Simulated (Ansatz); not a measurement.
Spin–orbit splittings in Zn

```
CELL_PARAMETERS angstrom
2.66480 0.00000 0.00000
-1.33240 2.30778 0.00000
0.00000 0.00000 4.94670
ATOMIC_POSITIONS crystal
Zn 0.33333 0.66667 0.25000
Zn 0.66667 0.33333 0.75000
```

Atoms are numbered in the order listed.

The cell is COD entry 9008522, as deposited and not checked against the literature; nothing was relaxed.

All numbers are computed: DFT, PBE, all-electron LAPW, scalar-relativistic (Ansatz 0.2.0); DFT, PBE, all-electron LAPW, Dirac equation with spin-orbit coupling (Ansatz 0.2.0).

Numerical set-up: a Γ-centred 16×16×8 k mesh, Fermi–Dirac smearing of 0.03 eV, basis error target 0.25 meV/atom, no spin polarisation.

Levels between -4 and 2 eV, each run counted from its own valence-band top where it has a gap, else its Fermi level. Scalar levels are listed once for both spins; with the coupling every spinor state is counted. Levels near the edges of the range can cross them.

**Question.** At H (0.333, 0.333, 0.500) the scalar-relativistic levels are 0.88 (×2), 1.74 (×2). What are they with spin–orbit coupling?

**Answer.** 0.85 (×2), 0.90 (×2), 1.71 (×2), 1.77 (×2).

**Question.** At K (0.333, 0.333, 0.000) the scalar-relativistic levels are -0.06 (×2), 0.08. What are they with spin–orbit coupling?

**Answer.** -0.07 (×2), -0.04 (×2), 0.08 (×2).
